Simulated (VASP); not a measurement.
# Te (R-3m) in VASP: a series of runs, part 2 of 2

VASP 6.6.1. The steps go on from the part before.

## 4. Single point, PBE

Contents of INCAR:

```
SYSTEM = Te
PREC = Accurate
ENCUT = 520
EDIFF = 1E-6
ISMEAR = 0
SIGMA = 0.011
LREAL = .False.
LASPH = .True.
NELM = 80
ALGO = Normal
ISIF = 2
LWAVE = .False.
LCHARG = .False.
GGA = PE
```

Contents of KPOINTS:

```
Automatic mesh
0
Gamma
  9 9 9
  0 0 0
```

Contents of POSCAR:

```
Te
1.0
    2.3059043427      1.3313144930      1.6909537039
   -2.3059043427      1.3313144930      1.6909537039
    0.0000000000     -2.6626289860      1.6909537039
Te
1
Direct
    0.5000000000      0.5000000000      0.5000000000
```

Potentials or basis: VASP PAW PBE potentials, release 64 (Te).

Run with:

```bash
$ cat potpaw_PBE.64/Te/POTCAR > POTCAR
$ mpirun -np 1 vasp_std > vasp.out
```

OUTCAR:

```text
SYSTEM = Te
   PREC = Accurate
   ENCUT = 520
   EDIFF = 1E-6
   ISMEAR = 0
   LREAL = .False.
   LASPH = .True.
   NELM = 80
   ISIF = 2
   GGA = PE

 ion  position               nearest neighbor table
   1  0.500  0.500  0.500-

  LATTYP: Found a trigonal (rhomboedric) cell.
 ALAT       =     3.1541904739
 COS(alpha) =    -0.0688991668

  Lattice vectors:

 A1 = (   2.3059043427,   1.3313144930,   1.6909537039)
 A2 = (  -2.3059043427,   1.3313144930,   1.6909537039)
 A3 = (   0.0000000000,  -2.6626289860,   1.6909537039)

Analysis of symmetry for initial positions (statically):
=====================================================================
 Subroutine PRICEL returns:
 Original cell was already a primitive cell.

 Routine SETGRP: Setting up the symmetry group for a
 trigonal (rhombohedral) supercell.

 Subroutine GETGRP returns: Found 12 space group operations
 (whereof 12 operations were pure point group operations)
 out of a pool of 12 trial point group operations.

The static configuration has the point symmetry D_3d.

Analysis of symmetry for dynamics (positions and initial velocities):
=====================================================================
 Subroutine PRICEL returns:
 Original cell was already a primitive cell.

 Routine SETGRP: Setting up the symmetry group for a
 trigonal (rhombohedral) supercell.

 Subroutine GETGRP returns: Found 12 space group operations
 (whereof 12 operations were pure point group operations)
 out of a pool of 12 trial point group operations.

The dynamic configuration has the point symmetry D_3d.

 Subroutine INISYM returns: Found 12 space group operations
 (whereof 12 operations are pure point group operations),
 and found     1 'primitive' translations

----------------------------------------------------------------------------------------

                                     Primitive cell

  volume of cell :      31.1462

  direct lattice vectors                    reciprocal lattice vectors
     2.305904343  1.331314493  1.690953704     0.216834667  0.125189553  0.197127415
    -2.305904343  1.331314493  1.690953704    -0.216834667  0.125189553  0.197127415
     0.000000000 -2.662628986  1.690953704     0.000000000 -0.250379107  0.197127415

  length of vectors
     3.154190474  3.154190474  3.154190474     0.318667405  0.318667405  0.318667405

  position of ions in fractional coordinates (direct lattice)
     0.500000000  0.500000000  0.500000000

  ion indices of the primitive-cell ions
   primitive index   ion index
                 1           1

----------------------------------------------------------------------------------------

 KPOINTS: Automatic mesh

Automatic generation of k-mesh.
 Grid dimensions read from file:
 generate k-points for:    9    9    9

 Generating k-lattice:

  Cartesian coordinates                     Fractional coordinates (reciprocal lattice)
     0.024092741  0.013909950  0.021903046     0.111111111  0.000000000  0.000000000
    -0.024092741  0.013909950  0.021903046     0.000000000  0.111111111  0.000000000
     0.000000000 -0.027819901  0.021903046     0.000000000  0.000000000  0.111111111

  Length of vectors
     0.035407489  0.035407489  0.035407489

  Shift w.r.t. Gamma in fractional coordinates (k-lattice)
     0.000000000  0.000000000  0.000000000

 Subroutine IBZKPT returns following result:
 ===========================================

 Found     85 irreducible k-points:

 Following reciprocal coordinates:
            Coordinates               Weight
  0.000000  0.000000  0.000000      1.000000
  0.111111  0.000000  0.000000      6.000000
  0.222222  0.000000  0.000000      6.000000
  0.333333  0.000000  0.000000      6.000000
  0.444444  0.000000  0.000000      6.000000
  0.111111  0.111111  0.000000      6.000000
[... 16 lines left out ...]
 -0.333333  0.333333  0.000000      6.000000
  0.444444  0.444444  0.000000      6.000000
 [... further k-points ...]
   k-points           NKPTS =     85   k-points in BZ     NKDIM =     85   number of bands    NBANDS=      7
   number of dos      NEDOS =    301   number of ions     NIONS =      1
   total plane-waves  NPLWV =  13824
   dimension x,y,z NGX =    24 NGY =   24 NGZ =   24
   dimension x,y,z NGXF=    48 NGYF=   48 NGZF=   48
   ions per type =               1
   NGX,Y,Z   is equivalent  to a cutoff of  12.65, 12.65, 12.65 a.u.
   NGXF,Y,Z  is equivalent  to a cutoff of  25.30, 25.30, 25.30 a.u.
 SYSTEM =  Te
   PREC   = accura    normal or accurate (medium, high low for compatibility)
   ISTART =      0    job   : 0-new  1-cont  2-samecut
   ICHARG =      2    charge: 1-file 2-atom 10-const
   ISPIN  =      1    spin polarized calculation?
   LNONCOLLINEAR =      F non collinear calculations
   LSORBIT =      F    spin-orbit coupling
   LASPH  =      T    aspherical Exc in radial PAW
   ENCUT  =  520.0 eV  38.22 Ry    6.18 a.u.   5.86  5.86  5.86*2*pi/ulx,y,z
   NELM   =     80;   NELMIN=  2; NELMDL= -5     # of ELM steps
   EDIFF  = 0.1E-05   stopping-criterion for ELM
   LREAL  =      F    real-space projection
   EDIFFG = 0.1E-04   stopping-criterion for IOM
   NSW    =      0    number of steps for IOM
   IBRION =     -1    ionic relax: 0-MD 1-quasi-New 2-CG
   NFREE  =      0    steps in history (QN), initial steepest desc. (CG)
   ISIF   =      2    stress and relaxation
   ISYM   =      2    0-nonsym 1-usesym 2-fastsym
   POTIM  = 0.5000    time-step for ionic-motion
   TEBEG  =    0.0;   TEEND  =   0.0 temperature during run
   PSTRESS=    0.0 pullay stress
   NELECT =       6.0000    total number of electrons
   NUPDOWN=      -1.0000    fix difference up-down
   EMIN   =  10.00;   EMAX   =-10.00  energy-range for DOS
   EFERMI =   0.00;   METHOD = LEGACY
   ISMEAR =     0;   SIGMA  =   0.01  broadening in eV -4-tet -1-fermi 0-gaus
   EFERMI_NEDOS =   21; number of points for ismear=-14 and -15
   IALGO  =     38    algorithm
   IMIX   =      4    mixing-type and parameters
     AMIX     =   0.40;   BMIX     =  1.00
     AMIX_MAG =   1.60;   BMIX_MAG =  1.00
  volume/ion in A,a.u.               =      31.15       210.18
  Fermi-wavevector in a.u.,A,eV,Ry     =   0.945490  1.786717 12.162947  0.893951
  Thomas-Fermi vector in A             =   2.073397
   LORBIT       =      0    0 simple, 1 ext, 2 COOP (PROOUT), +10 PAW based schemes
   GGA     = PE    functional components
   LHFCALC =     F    Hartree Fock is set to
   AEXX    =    0.0000 exact exchange contribution
   IVDW    =     0    specifies the selected vdW correction
   LEPSILON=     F    determine dielectric tensor
   LRPA    =     F    only Hartree local field effects (RPA)
 non-spin polarized calculation
 Gauss-broadening in eV      SIGMA  =   0.01
  energy-cutoff  :      520.00
  volume of cell :       31.15
 maximum number of plane-waves:       858
   NGX = 11   NGY = 11   NGZ = 11

 number of electron       5.9999999 magnetization

 Free energy of the ion-electron system (eV)
  ---------------------------------------------------
  ext. energy  EPLUGINS =         0.00000000
  ---------------------------------------------------
  free energy    TOTEN  =        -3.08493549 eV

  energy without entropy =       -3.08480044  energy(sigma->0) =       -3.08486796

 E-fermi :   7.0997     XC(G=0):  -9.5031

 val. band max:        7.0912813272   @ k =  -0.3333   0.4444   0.2222
 cond. band min:       7.1073657499   @ k =   0.2222   0.1111   0.0000
 fundamental gap:      0.0160844227
 Fermi energy:         7.0997200312

 k-point     1 :       0.0000    0.0000    0.0000
  band No.  band energies     occupation
      1      -6.8824      2.00000
      2       8.0543      0.00000
      3       8.5293      0.00000
      4       8.5293      0.00000
      5      13.1482      0.00000
      6      13.1482      0.00000
      7      13.8085      0.00000
[... 221 lines left out ...]
 k-point    24 :       0.4444    0.4444    0.0000
  band No.  band energies     occupation
      1      -3.2804      2.00000
      2       2.2008      2.00000
      3       2.8649      2.00000
      4       9.4831      0.00000
      5      10.9486      0.00000
      6      17.3480      0.00000
      7      19.2244      0.00000

 [... further k-points ...]

------------------------ aborting loop because EDIFF is reached ----------------------------------------

  FORCE on cell =-STRESS in cart. coord.  units (eV):
  Direction    XX          YY          ZZ          XY          YZ          ZX
  --------------------------------------------------------------------------------------
  -------------------------------------------------------------------------------------
  Total        0.5315731      0.5315731      0.4763586     -0.0000000      0.0000000      0.0000000
  in kB       27.3444190     27.3444190     24.5041525     -0.0000000      0.0000000      0.0000000
  external PRESSURE =      26.3976635 kB  Pullay stress =       0.0000000 kB

 VOLUME and BASIS-vectors are now :
 -----------------------------------------------------------------------------
  energy-cutoff  :      520.00
  volume of cell :       31.15
      direct lattice vectors                 reciprocal lattice vectors
     2.305904343  1.331314493  1.690953704     0.216834667  0.125189553  0.197127415
    -2.305904343  1.331314493  1.690953704    -0.216834667  0.125189553  0.197127415
     0.000000000 -2.662628986  1.690953704     0.000000000 -0.250379107  0.197127415

 POSITION                                       TOTAL-FORCE (eV/Angst)
 -----------------------------------------------------------------------------------
      0.00000      0.00000      2.53643         0.000000      0.000000      0.000000
 -----------------------------------------------------------------------------------
    total drift:                                0.000000      0.000000     -0.000000

  FREE ENERGIE OF THE ION-ELECTRON SYSTEM (eV)
  ---------------------------------------------------
  free  energy   TOTEN  =        -3.0849354854 eV

  energy  without entropy=       -3.0848004370  energy(sigma->0) =       -3.08486796
```

stdout:

```text
POSCAR found type information on POSCAR Te
 POSCAR found :  1 types and       1 ions
 scaLAPACK will be used
 LDA part: xc-table for (Slater+PW92), standard interpolation
 POSCAR, INCAR and KPOINTS ok, starting setup
 FFT: planning ... GRIDC
 FFT: planning ... GRID_SOFT
 FFT: planning ... GRID
 WAVECAR not read
 entering main loop
```

It took 9.8 s on 1 thread of Intel Xeon Platinum 8488C (Sapphire Rapids), shared host; peak memory 0.14 GiB.

Results:

* Free energy: -3.0849 eV
* Pressure: 2.6 GPa
* Band gap on the k mesh: none (metal or under the smearing width)

Stress tensor (GPa, compression positive):
```
2.73 0.00 0.00
0.00 2.73 0.00
0.00 0.00 2.45
```

Levels at points of the mesh, in eV from the Fermi level:
| k point | band 1 | band 2 | band 3 | band 4 | band 5 | band 6 |
| --- | --- | --- | --- | --- | --- | --- |
| (0.00, 0.00, 0.00) | -13.98 | 0.95 | 1.43 | 1.43 | 6.05 | 6.05 |

The run has no spin-orbit coupling, so splittings on Te are missing.

## 5. Overview

```csv
potentials or basis,k mesh,cutoff (eV),smearing,further INCAR settings,mesh quality,gap on the mesh (eV),pressure (GPa)
"VASP PAW PBE potentials, release 64 (Te_GW)",4 × 4 × 4,350,gaussian 0.02 eV,ALGO = Fast; EDIFF = 1e-06; NBANDS = 9,coarse,none,0.5
"VASP PAW PBE potentials, release 64 (Te)",9 × 9 × 9,520,gaussian 0.012 eV,ALGO = Fast; EDIFF = 1e-06,not flagged,none,2.6
"VASP PAW PBE potentials, release 64 (Te)",9 × 9 × 9,520,gaussian 0.011 eV,ALGO = Normal; EDIFF = 1e-06,not flagged,none,2.6
```

Alike in all rows: task single point; level PBE; no spin polarisation; cell as given.

Caveats: some runs use coarse meshes.

Absolute energies hang on the potentials; compare differences alone.
